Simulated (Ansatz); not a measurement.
From formation energies to a reaction energy: BeC

These are results of DFT PBE, scalar-relativistic, plane waves, PAW in Ansatz 0.2.0, not measurements. Settings: cutoff 420 eV, Γ-centred meshes spaced at most about 0.3 Å⁻¹, and about 0.25 Å⁻¹ or finer for metals (2π included), Gaussian smearing. No spin polarisation.

Formation energies are uncorrected and refer to the elements' standard structures at the same level.

All energies are static (0 K, no zero-point motion). The reference form of C is held partly by dispersion forces, which this level lacks.

A trial structure of BeC (reached from: close-packed metal layers stacked ABCB; relaxed: space group P6_3/mmc (No. 194), a = 2.899 Å, c = 7.831 Å) has a formation energy of 0.409 eV/atom. It holds C–C pairs (shortest 1.41 Å). At its composition the lowest mixture among the elements and 2 reference phases computed alike (others may be missing) consists of these:

```
       phase             source  ΔE_f (eV/atom)
   C (solid)            element           0.000
Be2C (Fm-3m)  Materials Project          -0.233
```

Question: Write the balanced decomposition and find its energy per atom, per formula unit and per mole of formula units.

Answer: Balancing Be and C gives 2 BeC → C + Be2C. The left side holds 4 atoms, and the products take 1/4 (C) and 3/4 (Be2C) of them. The mixture therefore lies at 1/4 × (0.000) + 3/4 × (-0.233) = -0.175 eV/atom. The reaction energy is -0.175 − (0.409) = -0.584 eV/atom. Times 2 atoms that is -1.168 eV per BeC, and times 96.485 it is -113 kJ per mole of BeC. Decomposition is downhill, so the trial structure is unstable against this mixture.
